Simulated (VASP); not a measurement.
Au:

```
Au
1.0
     0.00000    2.03500    2.03500
     2.03500    0.00000    2.03500
     2.03500    2.03500    0.00000
Au
1
Cartesian
  0.0000 0.0000 0.0000
```

Program: VASP 6.6.1. Alike in all runs: task band structure; cell as given; cutoff (eV) 520; smearing fermi-dirac 0.05 eV.

Order these runs on this cell by their pressure, lowest first.
A. level PBEsol; potentials or basis VASP PAW PBE potentials, release 64 (Au); spin off; k mesh 11 × 11 × 11; further INCAR settings ALGO = Fast; EDIFF = 1e-06; NBANDS = 12
B. level LDA; potentials or basis VASP PAW LDA potentials, release 64 (Au); spin SOC, no magnetisation; k mesh 8 × 8 × 8; further INCAR settings ALGO = Fast; EDIFF = 1e-06
C. level PBE; potentials or basis VASP PAW PBE potentials, release 64 (Au); spin SOC, no magnetisation; k mesh 8 × 8 × 8; further INCAR settings ALGO = Fast; EDIFF = 1e-06; NBANDS = 22

B (-2.7 GPa), A (1.4 GPa), C (10.4 GPa).

Caveats: the PAW data sets were made with another functional, which shifts forces and pressure a little (some runs).
